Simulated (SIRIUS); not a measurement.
# SnSe under changes of volume

One of the cells (27.271 Å³/atom); the others are scaled copies at fixed shape and fractional positions:

```
Sn Se
1.0
     0.00000    3.01000    3.01000
     3.01000    0.00000    3.01000
     3.01000    3.01000    0.00000
Sn Se
1 1
Direct
  0.00000 0.00000 0.00000
  0.50000 0.50000 0.50000
```

Measurements of this composition are mostly on another form, of space group No. 62.

```yaml
Program: SIRIUS 7.10.0
Functional: PBEsol
Potentials_or_basis: PseudoDojo 0.4.1 PBEsol standard (scalar relativistic)
Cutoff: 1177 eV
Density_cutoff: 4707 eV
k_mesh: 8 × 8 × 8
Occupations: fermi-dirac, width 0.05 eV
Spin: no spin polarisation
```

| volume (Å³/atom) | energy over the lowest point (meV/atom) | pressure (GPa) | gap on the mesh (eV) |
| --- | --- | --- | --- |
| 25.635 | 2.91 | 1.5 | 0.77 |
| 26.180 | 0.00 | 0.2 | 0.75 |
| 26.725 | ? | ? | ? |
| 27.271 | 5.97 | -1.9 | 0.64 |
| 27.816 | 14.04 | -2.8 | 0.56 |
| 28.362 | 25.03 | -3.6 | 0.48 |
| 28.907 | 38.63 | -4.4 | 0.40 |

Q: What does the run at 26.725 Å³/atom give?

A: Energy over the lowest point 1.16 meV/atom; pressure -0.9 GPa; gap on the mesh 0.72 eV.

Worked out: A Birch-Murnaghan fit of order 3 (a polynomial in V^(-2/3)) to the other rows has its minimum at 26.29 Å³/atom with B0 = V·E''(V) = 56 GPa and B' = 4.4. It gives 1.16 meV/atom at 26.725 Å³/atom, against the run's 1.16, and -dE/dV = -0.9 GPa, against -0.9. A parabola through the other rows of the gap, of slope -2.59 eV per unit of ln V there, gives 0.70 eV, against the run's 0.72.

Energies are extrapolated to zero smearing.

Caveats: spin-orbit coupling is left out, which moves the levels of the heavy elements.

A mesh can miss the band edges.
